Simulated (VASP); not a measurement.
Write the native input for VASP 6.6.1 that does the following.

| Item | Value |
| --- | --- |
| Task | relaxation of cell and atoms |
| Functional | PBE |
| Potentials or basis | VASP PAW PBE potentials, release 64 (Ta_pv, S) |
| Cutoff | 600 eV |
| k mesh | 15 × 15 × 6 |
| Occupations | methfessel-paxton, width 0.1 eV |
| Spin | no spin polarisation |
| Further INCAR settings | ALGO = Normal; EDIFF = 1e-07; IBRION = 2; EDIFFG = -0.005; NSW = 90; ISIF = 3 |

The structure of TaS2 lies in POSCAR:

```
TaS2                                    
1.0
    3.3773742839      0.0000000000      0.0000000000
   -1.6886871419      2.9248919279     -0.0000000000
    0.0000000000      0.0000000000      6.6684904637
  Ta              S             
     1     2
Direct
     0.0000000000000000    0.0000000000000000    1.0000000000000000
     0.3333333332999970    0.6666666667000030    0.2301264267145459
     0.6666666667000030    0.3333333332999970    0.7698735732854539
```

One way to write it, as run:

INCAR

```
PREC = Accurate
ENCUT = 600
EDIFF = 1E-7
ISMEAR = 1
SIGMA = 0.1
LREAL = F
LASPH = T
NELM = 80
ALGO = Normal
ISIF = 3
LWAVE = F
LCHARG = F
GGA = PE
IBRION = 2
NSW = 90
EDIFFG = -0.005
```

KPOINTS

```
Automatic mesh
0
Gamma
  15 15 6
```

Potentials or basis: VASP PAW PBE potentials, release 64 (Ta_pv, S).

Run with:

```sh
$ cat potpaw_PBE.64/Ta_pv/POTCAR potpaw_PBE.64/S/POTCAR > POTCAR
$ mpirun -np 1 vasp_std > vasp.out
```

It gave:

```json
{"Relaxed volume": "22.25 Å³/atom", "Relaxed cell": "a = 3.376 Å, b = 3.376 Å, c = 6.762 Å, α = 90.00°, β = 90.00°, γ = 120.00°", "Space group after relaxing (to 0.05 Å)": "P-3m1 (No. 164)", "Energy gained by relaxing": "0.1 meV/atom", "Ionic steps": "22", "Pressure after relaxing": "0.0 GPa", "Band gap on the k mesh": "none (metal or under the smearing width)"}
```

Caveat: this functional lacks dispersion, which binds the layers, so the pressure and a relaxed spacing across them are unreliable.

Run time: 17 min on 1 thread of AMD EPYC 9R45 96-Core Processor (Zen 5), on a shared host, peak memory 0.31 GiB.
